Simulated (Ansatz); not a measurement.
**GaP (R-3m), zone-centre modes**

Method: DFT PBE, scalar-relativistic, plane waves, PAW in Ansatz. Settings: plane waves to 420 eV, k-mesh 8×4×4 (Γ-centred), Gaussian smearing 0.05 eV. No spin polarisation.

Reference structure (relaxed at this level; this form isn't the usual structure):

```yaml
crystal:
  lattice:
    - [-1.94228, 3.36413, 0.00000]
    - [-5.82685, -3.36413, 0.00000]
    - [1.94228, 1.12138, 6.43505]
  atoms:
    - { symbol: Ga, position: [0.50000, 0.93558, 0.30675] }
    - { symbol: Ga, position: [0.00000, 0.43558, 0.30675] }
    - { symbol: Ga, position: [0.50000, 0.06442, 0.69325] }
    - { symbol: Ga, position: [0.00000, 0.56442, 0.69325] }
    - { symbol: P, position: [0.50000, 0.55751, 0.17252] }
    - { symbol: P, position: [0.00000, 0.05751, 0.17252] }
    - { symbol: P, position: [0.50000, 0.44249, 0.82748] }
    - { symbol: P, position: [0.00000, 0.94249, 0.82748] }
```

Harmonic modes by finite displacements of 0.02 Å, without the LO–TO term. The cell doubles the primitive one, so its zone centre also holds the primitive cell's point q = (0, 1/2, 1/2).

Task: At this geometry, is the structure stable against these modes?

Result: Yes: no mode is imaginary beyond 10 cm⁻¹, and only the three translations lie near zero.

Task: List the wavenumbers in cm⁻¹.

Result: 0, 0, 0, 72, 73, 75, 80, 95, 101, 212, 247, 252, 266, 269, 312, 313, 313, 320, 350, 352, 352, 365, 443, 445.

Cost: 1 run of about 6.8 core-minutes, on Intel Xeon Platinum 8259CL (Skylake/Cascade Lake) (shared hosts).